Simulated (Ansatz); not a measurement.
# Mo: LAPW beside PAW

The same cell of Mo is computed with all-electron LAPW, PAW on the default files and all-electron PAW on datasets made for the crystal, to set the results side by side.

This is Mo in the simple cubic structure; at room conditions it is bcc.

Computed with Ansatz 0.2.0 (DFT PBE, scalar-relativistic, unless a step's input says otherwise).

1 further run of the same task is left out (set aside as unsound or not needed).

**1. The system as given**

It takes space group Pm-3m (No. 221, cubic). Conventional cell: a = 2.605 Å, b = 2.605 Å, c = 2.605 Å, α = 90.00°, β = 90.00°, γ = 90.00°. Around Mo (site symmetry m-3m) lie 6 Mo at 2.60 Å.

As a file:

```
Mo
1.0
     2.60488    0.00000    0.00000
     0.00000    2.60488    0.00000
     0.00000    0.00000    2.60488
Mo
1
Direct
  0.00000 0.00000 0.00000
```

The cell was relaxed by PAW from a hypothetical start (sc type); it needn't be the stable phase of this composition.

**2. All-electron LAPW**

input.yaml reads:

```yaml
crystal:
  lattice:
    - [2.604878231, 0.0, 0.0]
    - [0.0, 2.604878231, 0.0]
    - [0.0, 0.0, 2.604878231]
  atoms:
    - { symbol: Mo, position: [0.0, 0.0, 0.0] }
kpoints:
  mp_grid: { grid: [12, 12, 12] }
  band_path:
    path:
      - [0.0, 0.0, 0.0]
      - [0.0, 0.5, 0.0]
      - [0.5, 0.5, 0.0]
      - [0.0, 0.0, 0.0]
      - [0.5, 0.5, 0.5]
      - [0.0, 0.5, 0.0]
      - [0.5, 0.5, 0.5]
      - [0.5, 0.5, 0.0]
    npoints: 8
scf:
  occupations: { method: fermi_dirac, width: 0.03 }
hamiltonian:
  xc: pbe
  pseudopotentials: { kind: all_electron, lapw: { basis_error: 0.0005 } }
output:
  forces: true
  stress: true
  eigenvalues: true
  fatbands: true
  populations: true
  dos: { projected: true, de: 0.2, e_range: [-14, 8] }
```

The log of the run:

```text
Mo: projections on atomic orbitals take those of the free atom 1s2 2s2 2p6 3s2 3p6 3d10 4s2 4p6 4d5 5s1, of charge +0.00 (hamiltonian.pseudopotentials.projection_atoms)
LAPW: plane waves up to 8.831 Å⁻¹, error target 5.0e-4 eV per atom; small_component_spin mean_spin; Mo in spheres of 1.302 Å, 30 of its electrons in bands, Dirac shells []
Engine: ansatz 0.2.0
Pseudopotentials: kind: all_electron
Pseudopotential: Mo, LAPW, valence charge 30, Koelling and Harmon's equation, gaussian nucleus
Functional definition: PBE
  parameter kappa = 0.804
  parameter beta = 0.06672455060314922
  exchange = pbe_x(kappa = kappa, mu = beta*pi^2/3)
  correlation = pbe_c(beta = beta)
Crystal: 1 atoms, lattice volume = 17.675 Å³
Basis set: ecut = 297.1481827398093 eV, 203 PW (Γ), exchange–correlation at level 2
Bands: 19, of which v1, the nominal top of the filled ones, is band 15 counted from 1 (14 counted from 0)
Symmetry: 48 space group operations
Space group: Pm-3m (ITA 221), of the structure as read, at distance tolerance 2.6e-5 Å
k-points: 84 of 1728
Non-local potential: Mo, projectors of the file, none
Initial density: superposition of atomic densities (chi_scale 0.1, normalization cell)
Initial wavefunctions: plane waves of lowest kinetic energy (no species holds an atomic orbital)
Functional: x = pbe(κ = 0.804, μ = 0.2195149727645171), c = pbe(β = 0.06672455060314922)
iter 1 solved again at ethr=1.03e-3 eV; its pass at ethr=1.00e-1 eV (dr2=3.09e-1 eV) is discarded
SCF iter   1: F=—  HF=-110177.090677 eV  |F-HF|=—  |Δ(HF+E_count)|=         —  Δρ=4.97e-2  dr2=3.11e-1  ethr=1.03e-3  ⟨swp⟩=2.4  Hψ=9783  notcnv=0
preconditioner: auto → none  [metal: Δε(μ)=0.020 eV  Ē_g=7.381 eV  σ=0.030 eV  W_gap=0.16  n_scr=6 (ndim 8)  ℏωp=21.6 eV  f_vac=0.000  D(μ)=1.18/eV (n_scr^D=18)  sad-step TF]
SCF iter   2: F=—  HF=-110176.707277 eV  |F-HF|=—  |Δ(HF+E_count)|=   3.83e-1  Δρ=2.27e-2  dr2=6.08e-2  ethr=1.03e-3  ⟨swp⟩=2.5  Hψ=5000  notcnv=0
SCF iter   3: F=—  HF=-110176.697392 eV  |F-HF|=—  |Δ(HF+E_count)|=         —  Δρ=8.78e-3  dr2=8.46e-3  ethr=2.03e-4  ⟨swp⟩=2.0  Hψ=4945  notcnv=0
the basis was enlarged: its passes take 1.1 MiB over the memory plan, 1 of 1 planned eigensolver slots
iter 4 solved again at ethr=1.34e-7 eV; its pass at ethr=2.82e-5 eV (dr2=4.02e-5 eV) is discarded
SCF iter   4: F=—  HF=-110176.698794 eV  |F-HF|=—  |Δ(HF+E_count)|=   1.40e-3  Δρ=6.98e-4  dr2=4.02e-5  ethr=1.34e-7  ⟨swp⟩=3.0  Hψ=8114  notcnv=0
SCF iter   5: F=—  HF=-110176.698783 eV  |F-HF|=—  |Δ(HF+E_count)|=   1.16e-5  Δρ=8.63e-5  dr2=5.56e-7  ethr=1.34e-7  ⟨swp⟩=3.0  Hψ=4783  notcnv=0
SCF iter   6: F=-110176.698783 eV  HF=-110176.698783 eV  |F-HF|=1.28e-9  |Δ(HF+E_count)|=   5.48e-7  Δρ=2.92e-6  dr2=6.04e-10  ethr=1.85e-9  ⟨swp⟩=3.0  Hψ=4843  notcnv=0
SCF 1 converged in 6 iterations: F = -110176.698783 eV  dr2 = 6.04e-10
NSCF: frozen V_eff on 57 k-points
SCF converged after 6 iterations
Free energy (F): -110176.698783 eV
Harris-Foulkes:  -110176.698783 eV  (|F-HF|=1.28e-9)
Internal energy: -110176.695657 eV  (E = F + TS)
E sigma→0 (E₀):  -110176.697220 eV
Entropy (-TS):   -0.003127 eV (-3.127 meV/atom)
Fermi energy:    20.143745 eV
--- Per-component energies (eV) ---
  E_band       = -4169.062367
  E_kinetic    = 114176.592523
  E_xc         = -3370.881594
  E_electrostatic = -220982.406586  (all electrons and nuclei)
  E_smearing   = -0.003127  (= −TS)
  E_closure    = 0.000000  (closes the sum)
  E_atoms      = -110166.923224  (free atoms, spherical and without spin; not in F)
  Σ components = -110176.698783   (vs F -110176.698783, Δ=0.00e0)
  Basis errors (estimates in eV, not in F): energy 1.6e-4 per atom: plane waves 1.4e-4 (7.7e-5 summed), levels above the bands 8.9e-156, relativity 3.7e-8, radial functions 1.9e-5, core shells 6.3e-7; eigenvalues (radial functions only) 7.1e-7; not estimated: angular momenta, meshes, grids; target (lapw.basis_error) 5.0e-4; muffin-tin radii Mo 1.302 Å
--- Forces (eV/Å), atoms counted from 1 ---
  atom   1  Mo    -0.00000000     0.00000000     0.00000000
  max |Σ_I F_I| component: 1.64e-31 eV/Å
--- Stress (GPa, compression-positive) ---
       -0.032513       0.000000       0.000000
        0.000000      -0.032513       0.000000
        0.000000       0.000000      -0.032513
  P = ⅓ Tr σ = -0.0325 GPa (-0.325 kbar)
--- Band table (eV; the first three rows and the last of 84) ---
  k-point 0: bands = ["-355.4152", "-355.4152", "-355.4152", "-197.3060", "-197.3060", "-197.3060", "-197.2676", "-197.2676", "-40.9053", "-14.1847", "-14.1847", "-14.1847", "13.7658", "16.0796", "16.0796", "23.9997", "23.9997", "23.9997", "35.5859"]
  k-point 1: bands = ["-355.4152", "-355.4152", "-355.4152", "-197.3060", "-197.3060", "-197.3060", "-197.2676", "-197.2676", "-40.8926", "-14.2890", "-14.1758", "-14.1758", "13.9741", "16.1326", "16.3156", "23.7132", "23.7132", "24.0206", "34.5585"]
  k-point 2: bands = ["-355.4152", "-355.4152", "-355.4152", "-197.3060", "-197.3060", "-197.3060", "-197.2676", "-197.2676", "-40.8578", "-14.5682", "-14.1515", "-14.1515", "14.5099", "16.2812", "17.0311", "23.0113", "23.0113", "24.0780", "32.6058"]
  k-point 83: bands = ["-355.4152", "-355.4152", "-355.4152", "-197.3060", "-197.3060", "-197.3060", "-197.2676", "-197.2676", "-40.3452", "-15.2369", "-15.2369", "-15.2369", "16.5212", "16.5212", "16.5212", "26.4206", "26.4206", "27.9472", "32.8879"]
--- Löwdin populations: 1 site ---
  site symbol       q [e]
     0     Mo     41.9494
  spilling = 0.001204 (of n_electrons = 42.000000)
```

Wall time 9.4 s (1 thread, shared host).

In short: pressure -0.03 GPa; no gap.

Levels at the path's labelled points, in eV from the Fermi level:

| point | band 12 | band 13 | band 14 | band 15 | band 16 | band 17 | band 18 |
| --- | --- | --- | --- | --- | --- | --- | --- |
| Γ | -34.33 | -6.38 | -4.06 | -4.06 | 3.86 | 3.86 | 3.86 |
| X | -34.19 | -3.39 | -3.19 | 0.15 | 0.69 | 0.69 | 4.18 |
| M | -34.07 | -5.19 | -2.18 | 1.34 | 1.34 | 5.80 | 5.80 |
| Γ | -34.33 | -6.38 | -4.06 | -4.06 | 3.86 | 3.86 | 3.86 |
| R | -35.38 | -3.62 | -3.62 | -3.62 | 6.28 | 6.28 | 7.80 |
| X | -34.19 | -3.39 | -3.19 | 0.15 | 0.69 | 0.69 | 4.18 |
| R | -35.38 | -3.62 | -3.62 | -3.62 | 6.28 | 6.28 | 7.80 |
| M | -34.07 | -5.19 | -2.18 | 1.34 | 1.34 | 5.80 | 5.80 |

States per cell in windows of 1 eV (zero at the Fermi level; grid of 0.20 eV, so sharp peaks spill over the borders):

| from | to | total | Mo 4d | Mo 5s |
| --- | --- | --- | --- | --- |
| -7 | -6 | 0.00 | 0.00 | 0.00 |
| -6 | -5 | 0.08 | 0.00 | 0.07 |
| -5 | -4 | 0.50 | 0.35 | 0.13 |
| -4 | -3 | 1.60 | 1.32 | 0.25 |
| -3 | -2 | 1.37 | 1.28 | 0.06 |
| -2 | -1 | 1.39 | 1.29 | 0.06 |
| -1 | 0 | 0.84 | 0.77 | 0.04 |
| 0 | 1 | 1.24 | 1.19 | 0.04 |
| 1 | 2 | 1.10 | 0.99 | 0.08 |
| 2 | 3 | 1.56 | 1.33 | 0.16 |
| 3 | 4 | 1.04 | 0.81 | 0.14 |
| 4 | 5 | 0.47 | 0.23 | 0.12 |

**3. PAW on the default files**

Edit input.yaml of step 2 so:

```diff
@@ -24,3 +24,3 @@
   xc: pbe
-  pseudopotentials: { kind: all_electron, lapw: { basis_error: 0.0005 } }
+  pseudopotentials: { kind: paw }
 output:
@@ -29,4 +29,5 @@
   eigenvalues: true
-  fatbands: true
+  efg: { contact_densities: true }
   populations: true
+  bader: true
   dos: { projected: true, de: 0.2, e_range: [-14, 8] }
```

The log of the run, shortened:

```text
Mo: output.efg is read without spin–orbit coupling, which moves field gradients at and beside such atoms by some per cent and up to a factor of two; PAW files take it under magnetization.noncollinear and magnetization.spin_orbit
[...]
Pseudopotentials: kind: paw
Pseudopotential: Mo, paw, valence charge 14, recommended cutoff 420 eV (normal)
Functional definition: PBE
[...]
Crystal: 1 atoms, lattice volume = 17.675 Å³
Basis set: ecut = 420 eV, 341 PW (Γ), exchange–correlation on 36×36×36 points (8 copies of the dense FFT grid, shifted against one another)
Bands: 11, of which v1, the nominal top of the filled ones, is band 7 counted from 1 (6 counted from 0)
Symmetry: 48 space group operations
Space group: Pm-3m (ITA 221), of the structure as read, at distance tolerance 2.6e-5 Å
k-points: 84 of 1728
[...]
  atom   1  Mo     0.00000000    -0.00000000     0.00000000
[...]
--- Stress (GPa, compression-positive) ---
       -0.017423       0.000000       0.000000
       -0.000000      -0.017423       0.000000
        0.000000       0.000000      -0.017423
  P = ⅓ Tr σ = -0.0174 GPa (-0.174 kbar)
--- PAW observables at the nuclei: V_zz in 10²¹ V/m², potentials from the cell's mean, atoms counted from 1 ---
  atom   1  Mo V_zz =    +0.000000   η = 0.0000   by run symmetry: forbidden
            electrostatic potential = -6359.839602 V   contact ρ = 595278.942023 e/Å³
--- Band table (eV; the first three rows and the last of 84) ---
  k-point 0: bands = ["-42.9771", "-16.2572", "-16.2572", "-16.2572", "11.6940", "14.0085", "14.0085", "21.9265", "21.9265", "21.9265", "33.5100"]
[...]
--- Löwdin populations: 1 site ---
  site symbol       q [e]
     0     Mo     13.9461
  spilling = 0.003853 (of n_electrons = 14.000000)
--- Bader charges: 1 site ---
  site symbol  charge [e]  shift [e]
     0     Mo      0.0000     0.0000
  estimated error of the sums over rays = 3.4e-6 e
```

Wall time 5.1 s (1 thread, shared host).

In short: pressure -0.02 GPa; no gap.

**4. All-electron PAW on datasets made for the crystal**

Edit input.yaml of step 3 so:

```diff
@@ -24,3 +24,3 @@
   xc: pbe
-  pseudopotentials: { kind: paw }
+  pseudopotentials: { kind: all_electron, datasets: crystal }
 output:
@@ -30,4 +30 @@
   efg: { contact_densities: true }
-  populations: true
-  bader: true
-  dos: { projected: true, de: 0.2, e_range: [-14, 8] }
```

The log of the run, shortened:

```text
[...]
Mo: output.efg is read without spin–orbit coupling, which moves field gradients at and beside such atoms by some per cent and up to a factor of two; PAW files take it under magnetization.noncollinear and magnetization.spin_orbit
[...]
Pseudopotentials: kind: all_electron
Pseudopotential: Mo, paw, valence charge 14, recommended cutoff 280 eV (normal), Koelling and Harmon's equation, gaussian nucleus
Functional definition: PBE
[...]
Crystal: 1 atoms, lattice volume = 17.675 Å³
Basis set: ecut = 280 eV, 179 PW (Γ), exchange–correlation on 30×30×30 points (8 copies of the dense FFT grid, shifted against one another)
Bands: 11, of which v1, the nominal top of the filled ones, is band 7 counted from 1 (6 counted from 0)
Symmetry: 48 space group operations
Space group: Pm-3m (ITA 221), of the structure as read, at distance tolerance 2.6e-5 Å
k-points: 84 of 1728
[...]
In the spheres:  the bands' charges fall short by 3.2e-8 e at most (sound up to 1e-3)
Fermi energy:    20.143738 eV
[...]
  The terms above E_closure are by the made datasets' own strengths, without shells solved beside the bands.
--- Forces (eV/Å), atoms counted from 1 ---
  atom   1  Mo     0.00000000     0.00000000    -0.00000000
[...]
--- Stress (GPa, compression-positive) ---
       -0.031186       0.000000       0.000000
        0.000000      -0.031186       0.000000
        0.000000       0.000000      -0.031186
  P = ⅓ Tr σ = -0.0312 GPa (-0.312 kbar)
--- PAW observables at the nuclei: V_zz in 10²¹ V/m², potentials from the cell's mean, atoms counted from 1 ---
  atom   1  Mo V_zz =    +0.000000   η = 0.0000   by run symmetry: forbidden
            electrostatic potential = -6359.915787 V   contact ρ = 595333.080009 e/Å³
--- Band table (eV; the first three rows and the last of 84) ---
  k-point 0: bands = ["-40.9053", "-14.1847", "-14.1847", "-14.1847", "13.7658", "16.0796", "16.0796", "23.9997", "23.9997"]
[...]
```

Run time: 5.9 s. Hardware: 1 thread, shared host.

In short: pressure -0.03 GPa; no gap.

| atom | contact density (e/Å³) |
| --- | --- |
| Mo | 595333.1 |

**5. Comparison**

| method | pressure (GPa) | SCF cycles, all passes |
| --- | --- | --- |
| LAPW | -0.03 | 6 |
| PAW | -0.02 | 6 |
| crystal datasets | -0.03 | 8 |

**6. Results**

| quantity | value |
| --- | --- |
| pressure | LAPW -0.03, PAW -0.02, crystal datasets -0.03 GPa |
| gap (LAPW) | none |

In words: The pressure is within half a GPa of zero, so the volume is close to equilibrium at this level. There is no gap at this level; the crystal is a metal here. Within 0.3 eV of the Fermi level the largest projected share is Mo 4d (96 %). The projection holds only the free atom's occupied shells (Mo 5s, Mo 4d in this range). In pressure, PAW differs from LAPW by +0.02 GPa. The price, with the outputs that each input asks for: 9.4 s for LAPW against 5.1 s for PAW, about 1.8 to one.
